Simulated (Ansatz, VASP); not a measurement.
## Two plane-wave programs on Rh

```
CELL_PARAMETERS angstrom
2.93306 0.00000 0.00000
-1.46653 2.54010 0.00000
0.00000 0.00000 8.06294
ATOMIC_POSITIONS crystal
Rh 0.00000 0.00000 0.00000
Rh 0.00000 0.00000 0.50000
Rh 0.33333 0.66667 0.00500
Rh 0.66667 0.33333 0.50500
```

Alike in both runs: task single point; functional PBE; k mesh 9 × 9 × 2; occupations gaussian, width 0.1 eV; no spin polarisation.

|  | VASP | Ansatz |
| --- | --- | --- |
| version | VASP 6.6.1 | Ansatz 0.2.0 |
| potentials or method | VASP PAW PBE potentials, release 64 (Rh_pv) | scalar-relativistic, plane waves, PAW |
| plane-wave cutoff (eV) | 520 | 420 |
| valence electrons in the cell | 60 | 68 |

VASP gave:

```
gap on the k mesh at the Fermi level (eV) : none
rms of the force components (eV/Å)        : 0.703
```

Estimate Ansatz's values.

gap on the k mesh at the Fermi level (eV): none; rms of the force components (eV/Å): 0.696.

Atom by atom the forces differ by 0.007 eV/Å (rms over components). A gap of «none» marks a metal or a gap that the smearing closes. The two sets of potentials don't hold the same shells in valence.

Caveats: the k mesh is coarse (spacing up to 0.39 Å⁻¹), so the values aren't converged; forces of over 1 eV/Å show positions far from the minimum, so gaps and moduli don't describe the material at rest.
